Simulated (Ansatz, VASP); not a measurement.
# One calculation of WC, 3 ways

The starting cell:

```
W C
1.0
     2.90650    0.00000    0.00000
    -1.45325    2.51710    0.00000
     0.00000    0.00000    2.83660
W C
1 1
Direct
  0.00000 0.00000 0.00000
  0.66667 0.33333 0.50000
```

Alike in all runs: task relaxation of cell and atoms; functional revPBE; dispersion D4; k mesh 10 × 10 × 9; occupations fermi-dirac, width 0.05 eV; no spin polarisation; no spin-orbit coupling.

```
                        program and potentials  plane-wave cutoff (eV)                                                 notes  equilibrium volume (Å³/atom)
                            Ansatz, Ansatz PAW                     420  potentials made for PBE, which Ansatz adapts in part                         10.28
Ansatz, all-electron LAPW, scalar-relativistic                       -                                                     -                         10.28
           VASP, PBE PAW files C, W_sv, 600 eV                     600                               potentials made for PBE                         10.30
```

The equilibrium volume spans 10.28 (Ansatz, Ansatz PAW) to 10.30 Å³/atom (VASP, PBE PAW files C, W_sv, 600 eV), with all-electron results at 10.28. Some sets were made for another functional than the one run, which can shift their rows. Relaxations stop with a little pressure left, so the last digit of a volume isn't settled.

The functional is the same throughout but for its coding, so the spread measures potentials, basis and numerics; runs on potential files found faulty are left out.
